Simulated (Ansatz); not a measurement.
**Mo(100) with 4 layers of random Mo-Ta, 2x2: scattering by chemical disorder**

Wanted: resistance against the alloy's length, first Mo(100) with 4 layers of random Mo-Ta, 2x2.

Program: Ansatz 0.2.0. Level of theory: Ansatz plane-wave DFT, PBE, PAW files; ballistic transport by layer matching (Landauer), zero bias; PAW set soft_1. Results are calculated unless marked as measured.

**1. The structure**

The cell holds 56 atoms: 48 Mo and 8 Ta. Cell: a = 6.294 Å, b = 6.294 Å, c = 22.029 Å, α = 90.0°, β = 90.0°, γ = 90.0°. It derives from Mo. Regions: lead, 40 atoms (40 Mo); scattering region, 16 atoms (8 Ta and 8 Mo). The structure is stacked along c, and the current runs across the ab planes.

**2. With 4 alloy layers**

In 4 layers a share of 0.5 of the sites is given to Ta at random. The layers about the cell's end stay perfect and serve as the lead. Disorder leaves little or no symmetry, which makes such runs dear. Energies from -0.05 to 0.05 eV in steps of 0.05 eV are too few for the program's thermal sum, so it prints no conductance; for a metal the transmission near the Fermi level serves, at a fraction of the cost.

Contents of input.yaml:

```yaml
crystal:
  lattice:
    - [6.294, 0.0, 0.0]
    - [0.0, 6.294, 0.0]
    - [0.0, 0.0, 22.029]
  atoms:
    - { symbol: Mo, position: [0.0, 0.0, 0.0357142857] }
    - { symbol: Mo, position: [0.0, 0.5, 0.0357142857] }
    - { symbol: Mo, position: [0.5, 0.0, 0.0357142857] }
    - { symbol: Mo, position: [0.5, 0.5, 0.0357142857] }
    - { symbol: Mo, position: [0.25, 0.25, 0.1071428571] }
    - { symbol: Mo, position: [0.25, 0.75, 0.1071428571] }
    - { symbol: Mo, position: [0.75, 0.25, 0.1071428571] }
    - { symbol: Mo, position: [0.75, 0.75, 0.1071428571] }
    - { symbol: Mo, position: [0.0, 0.0, 0.1785714286] }
    - { symbol: Mo, position: [0.0, 0.5, 0.1785714286] }
    - { symbol: Mo, position: [0.5, 0.0, 0.1785714286] }
    - { symbol: Mo, position: [0.5, 0.5, 0.1785714286] }
    - { symbol: Mo, position: [0.25, 0.25, 0.25] }
    - { symbol: Mo, position: [0.25, 0.75, 0.25] }
    - { symbol: Mo, position: [0.75, 0.25, 0.25] }
    - { symbol: Mo, position: [0.75, 0.75, 0.25] }
    - { symbol: Mo, position: [0.0, 0.0, 0.3214285714] }
    - { symbol: Mo, position: [0.0, 0.5, 0.3214285714] }
    - { symbol: Mo, position: [0.5, 0.0, 0.3214285714] }
    - { symbol: Mo, position: [0.5, 0.5, 0.3214285714] }
    - { symbol: Ta, position: [0.25, 0.25, 0.3928571429] }
    - { symbol: Mo, position: [0.25, 0.75, 0.3928571429] }
    - { symbol: Mo, position: [0.75, 0.25, 0.3928571429] }
    - { symbol: Mo, position: [0.75, 0.75, 0.3928571429] }
    - { symbol: Ta, position: [0.0, 0.0, 0.4642857143] }
    - { symbol: Mo, position: [0.0, 0.5, 0.4642857143] }
    - { symbol: Ta, position: [0.5, 0.0, 0.4642857143] }
    - { symbol: Ta, position: [0.5, 0.5, 0.4642857143] }
    - { symbol: Ta, position: [0.25, 0.25, 0.5357142857] }
    - { symbol: Mo, position: [0.25, 0.75, 0.5357142857] }
    - { symbol: Mo, position: [0.75, 0.25, 0.5357142857] }
    - { symbol: Mo, position: [0.75, 0.75, 0.5357142857] }
    - { symbol: Ta, position: [0.0, 0.0, 0.6071428571] }
    - { symbol: Ta, position: [0.0, 0.5, 0.6071428571] }
    - { symbol: Mo, position: [0.5, 0.0, 0.6071428571] }
    - { symbol: Ta, position: [0.5, 0.5, 0.6071428571] }
    - { symbol: Mo, position: [0.25, 0.25, 0.6785714286] }
    - { symbol: Mo, position: [0.25, 0.75, 0.6785714286] }
    - { symbol: Mo, position: [0.75, 0.25, 0.6785714286] }
    - { symbol: Mo, position: [0.75, 0.75, 0.6785714286] }
    - { symbol: Mo, position: [0.0, 0.0, 0.75] }
    - { symbol: Mo, position: [0.0, 0.5, 0.75] }
    - { symbol: Mo, position: [0.5, 0.0, 0.75] }
    - { symbol: Mo, position: [0.5, 0.5, 0.75] }
    - { symbol: Mo, position: [0.25, 0.25, 0.8214285714] }
    - { symbol: Mo, position: [0.25, 0.75, 0.8214285714] }
    - { symbol: Mo, position: [0.75, 0.25, 0.8214285714] }
    - { symbol: Mo, position: [0.75, 0.75, 0.8214285714] }
    - { symbol: Mo, position: [0.0, 0.0, 0.8928571429] }
    - { symbol: Mo, position: [0.0, 0.5, 0.8928571429] }
    - { symbol: Mo, position: [0.5, 0.0, 0.8928571429] }
    - { symbol: Mo, position: [0.5, 0.5, 0.8928571429] }
    - { symbol: Mo, position: [0.25, 0.25, 0.9642857143] }
    - { symbol: Mo, position: [0.25, 0.75, 0.9642857143] }
    - { symbol: Mo, position: [0.75, 0.25, 0.9642857143] }
    - { symbol: Mo, position: [0.75, 0.75, 0.9642857143] }
kpoints:
  mp_grid: { grid: [4, 4, 1] }
hamiltonian:
  xc: pbe
  pseudopotentials: { kind: paw, azcp: { folder: soft_1 } }
scf:
  occupations: { method: fermi_dirac, width: 0.1 }
output:
  transmission: { leads: [[0, 4]], kmesh: [8, 8], e_range: [-0.05, 0.05], de: 0.05 }
  write_potential: true
  write_density: true
  volumetric_format: npy
```

Started as:

```
ansatz run input.yaml --threads 4 --pin off --max-ram 15360MiB --backend cpu --events-out ev --progress --plain --runs-dir out
```

Numbers of over 12 decimals in the logs are rounded to 6 here.

The program printed:

```text
Engine: ansatz 0.2.0, aarch64-unknown-linux-gnu
Pseudopotentials: kind: paw
Pseudopotential: Mo, paw, valence charge 14, recommended cutoff 420 eV (normal), soft_1/Mo.paw.azcp
Pseudopotential: Ta, paw, valence charge 13, recommended cutoff 420 eV (normal), soft_1/Ta.paw.azcp
Functional definition: PBE
  parameter kappa = 0.804
  parameter beta = 0.066725
  exchange = pbe_x(kappa = kappa, mu = beta*pi^2/3)
  correlation = pbe_c(beta = beta)
Crystal: 56 atoms, lattice volume = 872.666 Å³
Basis set: ecut = 420 eV, 17109 PW (Γ)
Bands: 466, of which v1, the nominal top of the filled ones, is band 388 counted from 1 (387 counted from 0)
Symmetry: 2 space group operations
Space group: Cm (ITA 8), of the structure as read, at distance tolerance 9.6e-5 Å
k-points: 7 of 16 (time reversal used)
Non-local potential: Mo, projectors of the file, l = 0: 3, l = 1: 2, l = 2: 2, l = 3: 1
Non-local potential: Ta, projectors of the file, l = 0: 3, l = 1: 2, l = 2: 2, l = 3: 1
PAW form: soft (Blöchl's): semilocal exchange-correlation on the pseudo side does not see the compensation charge
PAW one-centre angular grid: Mo, 590 points (default); XC on 64 Gauss nodes
PAW one-centre angular grid: Ta, 590 points (default); XC on 64 Gauss nodes
Initial density: superposition of atomic densities (chi_scale 0.1, normalization cell, long waves of neutral atoms (reshape's long-wave potential 9.38 eV rms, cloud 3.24 Å wide))
Initial wavefunctions: pseudopotential atomic-orbital guess
Functional: x = pbe(κ = 0.804, μ = 0.219515), c = pbe(β = 0.066725)
SCF iter   1: F=—  HF=-317466.253279 eV  |F-HF|=—  |Δ(HF+E_count)|=         —  Δρ=1.61e-1  dr2=2.87e3  ethr=3.10e-3  ⟨swp⟩=5.0  Hψ=12329  notcnv=0
preconditioner: auto → Kerker (q_TF=auto, 2.675 Å⁻¹)  [metal: Δε(μ)=0.055 eV  Ē_g=4.842 eV  σ=0.100 eV  W_gap=0.14  n_scr=286 (ndim 8)  ℏωp=22.8 eV  f_vac=0.000  D(μ)=36.77/eV (n_scr^D=302)]
SCF iter   2: F=—  HF=-317397.380049 eV  |F-HF|=—  |Δ(HF+E_count)|=    6.89e1  Δρ=9.15e-2  dr2=1.17e3  ethr=3.10e-3  ⟨swp⟩=3.0  Hψ=6801  notcnv=0  defer=4
SCF iter   3: F=—  HF=-317361.404576 eV  |F-HF|=—  |Δ(HF+E_count)|=    3.60e1  Δρ=2.09e-2  dr2=1.22e2  ethr=3.10e-3  ⟨swp⟩=3.0  Hψ=7188  notcnv=0
SCF iter   4: F=—  HF=-317358.825838 eV  |F-HF|=—  |Δ(HF+E_count)|=    2.58e0  Δρ=7.25e-3  dr2=2.92e0  ethr=3.10e-3  ⟨swp⟩=2.4  Hψ=4051  notcnv=0
SCF iter   5: F=—  HF=-317358.791524 eV  |F-HF|=—  |Δ(HF+E_count)|=   3.43e-2  Δρ=2.82e-3  dr2=2.29e0  ethr=3.76e-4  ⟨swp⟩=2.1  Hψ=3923  notcnv=0
SCF iter   6: F=—  HF=-317358.750225 eV  |F-HF|=—  |Δ(HF+E_count)|=   4.13e-2  Δρ=6.58e-4  dr2=5.32e-2  ethr=2.95e-4  ⟨swp⟩=1.0  Hψ=3262  notcnv=0
SCF iter   7: F=—  HF=-317358.748946 eV  |F-HF|=—  |Δ(HF+E_count)|=   1.28e-3  Δρ=1.93e-4  dr2=2.22e-3  ethr=6.86e-6  ⟨swp⟩=1.3  Hψ=3805  notcnv=0
SCF iter   8: F=—  HF=-317358.748874 eV  |F-HF|=—  |Δ(HF+E_count)|=   7.15e-5  Δρ=3.43e-5  dr2=3.81e-5  ethr=2.87e-7  ⟨swp⟩=2.0  Hψ=4434  notcnv=0
SCF iter   9: F=—  HF=-317358.747998 eV  |F-HF|=—  |Δ(HF+E_count)|=   8.76e-4  Δρ=6.24e-6  dr2=2.84e-6  ethr=4.91e-9  ⟨swp⟩=2.0  Hψ=4447  notcnv=0
SCF iter  10: F=—  HF=-317358.747998 eV  |F-HF|=—  |Δ(HF+E_count)|=   1.49e-7  Δρ=1.58e-6  dr2=4.64e-7  ethr=3.66e-10  ⟨swp⟩=2.0  Hψ=3508  notcnv=0
SCF iter  11: F=-317358.747998 eV  HF=-317358.747998 eV  |F-HF|=1.76e-8  |Δ(HF+E_count)|=   6.05e-9  Δρ=3.72e-7  dr2=1.83e-8  ethr=1.29e-11  ⟨swp⟩=7.1  Hψ=8080  notcnv=0
SCF 1 converged in 11 iterations: F = -317358.747998 eV  dr2 = 1.83e-8
  greatest PAW one-centre occupation: 0.999 electrons in one spin orbital (limit 2), on the Ta atom at site 33 (counted from 0), in its partial waves of l = 0
transmission: 90 of 882 steps passed
transmission: 177 of 882 steps passed
[...]
transmission: 882 of 882 steps passed
SCF converged after 11 iterations
Free energy (F): -317358.747998 eV
Harris-Foulkes:  -317358.747998 eV  (|F-HF|=1.76e-8)
Internal energy: -317357.769487 eV  (E = F + TS)
E sigma→0 (E₀):  -317358.258743 eV
Entropy (-TS):   -0.978511 eV (-17.473 meV/atom)
Fermi energy:    21.230764 eV
--- Per-component energies (eV) ---
  E_band       = -3088.890632
  E_kinetic    = 23481.764739
  E_local      = -40904.789737  (includes V_loc(G=0)·N_el)
  E_nonlocal   = 7027.036919
  E_hartree    = 14131.305852
  E_xc         = -11059.119487
  E_vxc        = -12455.303818  (∫ρ·V_xc dr)
  E_paw        = -220609.665474  (= ΣΔE_a)
  E_vpaw       = -8500.218500  (= ΣTr[D̂ρ^β])
  E_aug_tail   = 0.003034  (compensation charges beyond the density's cutoff)
  E_ewald      = -89424.305332
  E_smearing   = -0.978511  (= −TS)
  E_closure    = -0.000000  (closes the sum)
  Σ components = -317358.747998   (vs F -317358.747998, Δ=0.00e0)
--- Band table (eV; the first three rows and the last of 7) ---
  k-point 0: bands = [... 384 lower, 21.3138, 21.3239, 21.3871, 21.4070, 21.4447, 21.4467, 21.4644, 21.4710, ... 74 higher]
  k-point 1: bands = [... 384 lower, 21.2617, 21.2853, 21.4050, 21.4578, 21.4612, 21.4800, 21.5011, 21.5073, ... 74 higher]
  k-point 2: bands = [... 384 lower, 20.7650, 20.8393, 20.8546, 20.8945, 21.4361, 21.4539, 21.5217, 21.5285, ... 74 higher]
  k-point 6: bands = [... 384 lower, 19.9191, 19.9519, 19.9805, 20.1506, 20.6610, 20.7518, 20.7927, 20.8908, ... 74 higher]
--- Transmission ---
  basis      : 349 plane waves across, 42 finite elements along
  points     : 21, standing for a mesh of 8 x 8
  energies   : 3 from -0.050000 to 0.050000 eV about the Fermi level, 0.050000 eV apart; the leads are filled to 0.000000 eV, and channels, transmission and decay are at 0.000000 eV
  crystal 0  : Mo4, at the sites [0, 4], period 1.5735 Å, over 15.73 Å; its Hamiltonian steps by up to 7.0 meV
    offset         : up to 0.0000 Å between an atom of the period and one for which it stands
    channels       : 6.781250e0 a spin
    conductance    : none, the energies end too early or step too widely for 300 K: set another output.transmission.e_range or a lower de, or, where they end at an eighth of basis.ecutwfc, a higher one
    slowest decay  : 0.0498 /Å at (0.5000, 0.3750)
  junction   : crystal 0 to crystal 0, 0.70 to 21.15 Å
    transmission   : 4.239685e0 a spin
    conductance    : none, the energies end too early or step too widely for 300 K: set another output.transmission.e_range or a lower de, or, where they end at an eighth of basis.ecutwfc, a higher one
```

Run time: 8.1 min. Hardware: 4 threads of Arm Neoverse V1, shared host; peak memory 7.5 GiB; 31 min of CPU time.

Numbers from this step:

| Item | Value |
| --- | --- |
| free energy | -317358.7480 eV |
| energy at zero smearing | -317358.2587 eV |
| Fermi energy | 21.23 eV |
| cell area | 39.61 Å² |
| transmission per spin nearest the Fermi level | 4.240 |
| open channels per spin nearest the Fermi level | 6.781 |
| step of the lead's potential | 7 meV |

Per spin. Transmission, zone mean against energy, zero at the Fermi level:

```tsv
energy (eV)	transmission, zone mean
-0.0500	4.31
0.0000	4.24
0.0500	4.18
```

Per spin. Table of open channels, zone mean, lead by energy, zero at the Fermi level:

```tsv
energy (eV)	open channels, zone mean, lead
-0.0500	6.59
0.0000	6.78
0.0500	6.84
```

Transmission over k1 and k2. At 0.0000 eV from the Fermi level.

Ten even steps from '0' (0.0) to '9' (10.1):
```
00134310
11169711
23699973
34999994
23799963
11179611
00134310
00123210
```
Columns: k1 (b1) from -0.5 to 0.375; rows upwards: k2 (b2) from -0.5 to 0.375.

Open channels over k1 and k2. At 0.0000 eV from the Fermi level.

Values, 8 rows by 8 columns:
```
 0.0  1.0  2.0  5.0  7.0  5.0  2.0  1.0
 4.0  2.0  6.0 12.0 15.0 12.0  6.0  2.0
 4.0  5.0 12.0 14.0 14.0 14.0 12.0  5.0
 4.0  7.0 15.0 14.0 14.0 14.0 15.0  7.0
 4.0  5.0 12.0 14.0 14.0 14.0 12.0  5.0
 4.0  2.0  6.0 12.0 15.0 12.0  6.0  2.0
 0.0  1.0  2.0  5.0  7.0  5.0  2.0  1.0
 0.0  0.0  4.0  4.0  4.0  4.0  4.0  0.0
```
Columns: k1 (b1) from -0.5 to 0.375; rows upwards: k2 (b2) from -0.5 to 0.375.

Over the solved energies the transmission per spin lies between 4.18 and 4.31, out of 6.74 channels of the lead on average (up to 6.84).

**3. With 8 alloy layers**

In 8 layers a share of 0.5 of the sites is given to Ta at random. A fresh draw is used; the growth of the resistance with length is what counts.

System of this step: Mo(100) with 8 layers of random Mo-Ta, 2x2. The cell holds 72 atoms: 56 Mo and 16 Ta. Its edges and angles: a = 6.294 Å, b = 6.294 Å, c = 28.323 Å, α = 90.0°, β = 90.0°, γ = 90.0°. It derives from Mo. Regions: lead, 40 atoms (40 Mo); scattering region, 32 atoms (16 Mo and 16 Ta). The structure is stacked along c, and the current runs across the ab planes.

Contents of input.yaml:

```yaml
crystal:
  lattice:
    - [6.294, 0.0, 0.0]
    - [0.0, 6.294, 0.0]
    - [0.0, 0.0, 28.323]
  atoms:
    - { symbol: Mo, position: [0.0, 0.0, 0.0277777778] }
    - { symbol: Mo, position: [0.0, 0.5, 0.0277777778] }
    - { symbol: Mo, position: [0.5, 0.0, 0.0277777778] }
    - { symbol: Mo, position: [0.5, 0.5, 0.0277777778] }
    - { symbol: Mo, position: [0.25, 0.25, 0.0833333333] }
    - { symbol: Mo, position: [0.25, 0.75, 0.0833333333] }
    - { symbol: Mo, position: [0.75, 0.25, 0.0833333333] }
    - { symbol: Mo, position: [0.75, 0.75, 0.0833333333] }
    - { symbol: Mo, position: [0.0, 0.0, 0.1388888889] }
    - { symbol: Mo, position: [0.0, 0.5, 0.1388888889] }
    - { symbol: Mo, position: [0.5, 0.0, 0.1388888889] }
    - { symbol: Mo, position: [0.5, 0.5, 0.1388888889] }
    - { symbol: Mo, position: [0.25, 0.25, 0.1944444444] }
    - { symbol: Mo, position: [0.25, 0.75, 0.1944444444] }
    - { symbol: Mo, position: [0.75, 0.25, 0.1944444444] }
    - { symbol: Mo, position: [0.75, 0.75, 0.1944444444] }
    - { symbol: Mo, position: [0.0, 0.0, 0.25] }
    - { symbol: Mo, position: [0.0, 0.5, 0.25] }
    - { symbol: Mo, position: [0.5, 0.0, 0.25] }
    - { symbol: Mo, position: [0.5, 0.5, 0.25] }
    - { symbol: Mo, position: [0.25, 0.25, 0.3055555556] }
    - { symbol: Mo, position: [0.25, 0.75, 0.3055555556] }
    - { symbol: Mo, position: [0.75, 0.25, 0.3055555556] }
    - { symbol: Ta, position: [0.75, 0.75, 0.3055555556] }
    - { symbol: Ta, position: [0.0, 0.0, 0.3611111111] }
    - { symbol: Mo, position: [0.0, 0.5, 0.3611111111] }
    - { symbol: Ta, position: [0.5, 0.0, 0.3611111111] }
    - { symbol: Mo, position: [0.5, 0.5, 0.3611111111] }
    - { symbol: Ta, position: [0.25, 0.25, 0.4166666667] }
    - { symbol: Ta, position: [0.25, 0.75, 0.4166666667] }
    - { symbol: Mo, position: [0.75, 0.25, 0.4166666667] }
    - { symbol: Ta, position: [0.75, 0.75, 0.4166666667] }
    - { symbol: Mo, position: [0.0, 0.0, 0.4722222222] }
    - { symbol: Mo, position: [0.0, 0.5, 0.4722222222] }
    - { symbol: Mo, position: [0.5, 0.0, 0.4722222222] }
    - { symbol: Ta, position: [0.5, 0.5, 0.4722222222] }
    - { symbol: Ta, position: [0.25, 0.25, 0.5277777778] }
    - { symbol: Ta, position: [0.25, 0.75, 0.5277777778] }
    - { symbol: Ta, position: [0.75, 0.25, 0.5277777778] }
    - { symbol: Ta, position: [0.75, 0.75, 0.5277777778] }
    - { symbol: Mo, position: [0.0, 0.0, 0.5833333333] }
    - { symbol: Mo, position: [0.0, 0.5, 0.5833333333] }
    - { symbol: Ta, position: [0.5, 0.0, 0.5833333333] }
    - { symbol: Ta, position: [0.5, 0.5, 0.5833333333] }
    - { symbol: Ta, position: [0.25, 0.25, 0.6388888889] }
    - { symbol: Mo, position: [0.25, 0.75, 0.6388888889] }
    - { symbol: Mo, position: [0.75, 0.25, 0.6388888889] }
    - { symbol: Mo, position: [0.75, 0.75, 0.6388888889] }
    - { symbol: Mo, position: [0.0, 0.0, 0.6944444444] }
    - { symbol: Mo, position: [0.0, 0.5, 0.6944444444] }
    - { symbol: Ta, position: [0.5, 0.0, 0.6944444444] }
    - { symbol: Ta, position: [0.5, 0.5, 0.6944444444] }
    - { symbol: Mo, position: [0.25, 0.25, 0.75] }
    - { symbol: Mo, position: [0.25, 0.75, 0.75] }
    - { symbol: Mo, position: [0.75, 0.25, 0.75] }
    - { symbol: Mo, position: [0.75, 0.75, 0.75] }
    - { symbol: Mo, position: [0.0, 0.0, 0.8055555556] }
    - { symbol: Mo, position: [0.0, 0.5, 0.8055555556] }
    - { symbol: Mo, position: [0.5, 0.0, 0.8055555556] }
    - { symbol: Mo, position: [0.5, 0.5, 0.8055555556] }
    - { symbol: Mo, position: [0.25, 0.25, 0.8611111111] }
    - { symbol: Mo, position: [0.25, 0.75, 0.8611111111] }
    - { symbol: Mo, position: [0.75, 0.25, 0.8611111111] }
    - { symbol: Mo, position: [0.75, 0.75, 0.8611111111] }
    - { symbol: Mo, position: [0.0, 0.0, 0.9166666667] }
    - { symbol: Mo, position: [0.0, 0.5, 0.9166666667] }
    - { symbol: Mo, position: [0.5, 0.0, 0.9166666667] }
    - { symbol: Mo, position: [0.5, 0.5, 0.9166666667] }
    - { symbol: Mo, position: [0.25, 0.25, 0.9722222222] }
    - { symbol: Mo, position: [0.25, 0.75, 0.9722222222] }
    - { symbol: Mo, position: [0.75, 0.25, 0.9722222222] }
    - { symbol: Mo, position: [0.75, 0.75, 0.9722222222] }
kpoints:
  mp_grid: { grid: [4, 4, 1] }
hamiltonian:
  xc: pbe
  pseudopotentials: { kind: paw, azcp: { folder: soft_1 } }
scf:
  occupations: { method: fermi_dirac, width: 0.1 }
output:
  transmission: { leads: [[0, 4]], kmesh: [8, 8], e_range: [-0.05, 0.05], de: 0.05 }
  write_potential: true
  write_density: true
  volumetric_format: npy
```

The program printed:

```text
[...]
Crystal: 72 atoms, lattice volume = 1122.000 Å³
Basis set: ecut = 420 eV, 21955 PW (Γ)
Bands: 596, of which v1, the nominal top of the filled ones, is band 496 counted from 1 (495 counted from 0)
Symmetry: 1 space group operations
[...]
k-points: 10 of 16 (time reversal used)
[...]
SCF iter   1: F=—  HF=-436628.152268 eV  |F-HF|=—  |Δ(HF+E_count)|=         —  Δρ=1.70e-1  dr2=5.62e3  ethr=3.10e-3  ⟨swp⟩=4.5  Hψ=22439  notcnv=0  defer=10
[...]
SCF iter  11: F=-436472.619612 eV  HF=-436472.619612 eV  |F-HF|=1.83e-8  |Δ(HF+E_count)|=   8.61e-9  Δρ=3.72e-7  dr2=1.90e-8  ethr=1.01e-11  ⟨swp⟩=8.8  Hψ=17991  notcnv=0
SCF 1 converged in 11 iterations: F = -436472.619612 eV  dr2 = 1.90e-8
[...]
transmission: 192 of 1904 steps passed
transmission: 381 of 1904 steps passed
[...]
transmission: 1904 of 1904 steps passed
SCF converged after 11 iterations
Free energy (F): -436472.619612 eV
[...]
Internal energy: -436470.927746 eV  (E = F + TS)
E sigma→0 (E₀):  -436471.773679 eV
Entropy (-TS):   -1.691866 eV (-23.498 meV/atom)
Fermi energy:    21.245366 eV
[...]
--- Band table (eV; the first three rows and the last of 10) ---
  k-point 0: bands = [... 492 lower, 21.3214, 21.3222, 21.3397, 21.3462, 21.3745, 21.4205, 21.4389, 21.4837, ... 96 higher]
  k-point 1: bands = [... 492 lower, 21.2846, 21.2909, 21.3653, 21.3831, 21.4046, 21.4283, 21.4369, 21.4432, ... 96 higher]
  k-point 2: bands = [... 492 lower, 21.1076, 21.1321, 21.1484, 21.1654, 21.1935, 21.2212, 21.2876, 21.3004, ... 96 higher]
  k-point 9: bands = [... 492 lower, 20.1229, 20.1471, 20.1617, 20.1799, 20.2014, 20.2675, 20.3424, 20.4139, ... 96 higher]
--- Transmission ---
  basis      : 349 plane waves across, 56 finite elements along
  points     : 34, standing for a mesh of 8 x 8
[...]
channels       : 6.593750e0 a spin
[...]
slowest decay  : 0.0476 /Å at (0.5000, 0.3750)
  junction   : crystal 0 to crystal 0, 0.70 to 27.45 Å
    transmission   : 3.605154e0 a spin
[...]
```

Wall time 19 min (4 threads); peak memory 8 GiB; 72 min of CPU time.

Numbers from this step:

| Quantity | Value |
| --- | --- |
| free energy | -436472.6196 eV |
| energy at zero smearing | -436471.7737 eV |
| Fermi energy | 21.25 eV |
| transmission per spin nearest the Fermi level | 3.605 |
| open channels per spin nearest the Fermi level | 6.594 |
| step of the lead's potential | 6.9 meV |

Per spin. Transmission, zone mean against energy, zero at the Fermi level:

```tsv
energy (eV)	transmission, zone mean
-0.0500	3.69
0.0000	3.61
0.0500	3.60
```

Over the solved energies the transmission per spin lies between 3.60 and 3.69, out of 6.68 channels of the lead on average (up to 6.84).

[end of part 1 of 2]

[Logs are printed without paths, hosts, clocks, repeated set-up lines and the standing remarks that a program may print on its own settings, such as how far it seeks lower states.]

[Hosts, paths, dates, database ids (printed as entryN), source tags and the programs' standing remarks are cut or masked in the printed files.]
